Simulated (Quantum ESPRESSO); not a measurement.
## Al in Quantum ESPRESSO: the effect of target pressure

Crystal: Al.

```
Al
1.0
     0.00000    2.02481    2.02481
     2.02481    0.00000    2.02481
     2.02481    2.02481    0.00000
Al
1
Direct
  0.00000 0.00000 0.00000
```

Alike in all runs:

| Property | Result |
| --- | --- |
| Program | Quantum ESPRESSO 7.5 |
| Task | phonons |
| Functional | LDA |
| Potentials or basis | GBRV 1.5 LDA |
| Cutoff | 612 eV |
| Density cutoff | 4898 eV |
| k mesh | 11 × 11 × 11 |
| Occupations | cold, width 0.2 eV |
| Spin | no spin polarisation |

Each run relaxes the cell or the atoms first.

**Question.** One run gave: relaxed volume 15.83 Å³/atom; highest phonon frequency 292 cm⁻¹. Which target pressure did it use?
A. 10 GPa
B. 25 GPa
C. 0 GPa
D. 50 GPa

**Answer.** C.

| target pressure | relaxed volume (Å³/atom) | highest phonon frequency (cm⁻¹) |
| --- | --- | --- |
| 0 GPa | 15.83 | 292 |
| 10 GPa | 14.38 | 346 |
| 25 GPa | 13.03 | 406 |
| 50 GPa | 11.67 | 480 |

Caveats: the q point doesn't lie on the k mesh, which can shift a metal's frequencies strongly unless the mesh is converged; the cell is more than 3 GPa from zero pressure, which shifts response properties (some runs); the mesh is thin for the phonons of a metal (some runs); the volume moved by over 15 % at a fixed basis, so the end points are rough (some runs).

Runs at the PBE level aren't shown here.
